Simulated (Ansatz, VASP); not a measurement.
## SnSe in VASP and in Ansatz

```xyz
8
Lattice="11.4200 0.0000 0.0000 0.0000 4.1900 0.0000 0.0000 0.0000 4.4600" Properties=species:S:1:pos:R:3 pbc="T T T"
Sn   10.0153    3.1425    4.0541
Sn    7.1147    1.0475    1.8241
Sn    4.3053    3.1425    2.6359
Sn    1.4047    1.0475    0.4059
Se    7.3431    3.1425    4.3886
Se    9.7869    1.0475    2.1586
Se    1.6331    3.1425    2.3014
Se    4.0769    1.0475    0.0714
```

Alike in both runs: task single point; functional PBE; k mesh 3 × 6 × 6; occupations gaussian, width 0.014 eV; no spin polarisation.

|  | VASP | Ansatz |
| --- | --- | --- |
| version | VASP 6.6.1 | Ansatz 0.2.0 |
| potentials or method | VASP PAW PBE potentials, release 64 (Sn_d, Se) | Ansatz PAW |
| plane-wave cutoff (eV) | 520 | 420 |
| valence electrons in the cell | 80 | 120 |

Ansatz gave:

- gap on the k mesh at the Fermi level (eV): 0.54
- least direct gap on the mesh (eV): 0.71
- pressure (GPa): 2.4
- largest component of the traceless stress (GPa): 1.82
- rms of the force components (eV/Å): 0.165

Task: Which values does VASP return?

Result: gap on the k mesh at the Fermi level (eV): 0.54; least direct gap on the mesh (eV): 0.71; pressure (GPa): 2.4; largest component of the traceless stress (GPa): 1.85; rms of the force components (eV/Å): 0.173.

Atom by atom the forces differ by 0.009 eV/Å (rms over components). The functional is the same, so the differences come from potentials, cutoffs and numerics. The two sets of potentials don't hold the same shells in valence.

Caveats: spin-orbit coupling is left out, which moves the levels of the heavy elements; an odd mesh through Γ misses points on the zone boundary, where band edges often lie (VASP); odd divisions of the mesh miss points on the zone boundary, where band edges often lie, so the gap on the mesh can be too wide (Ansatz).
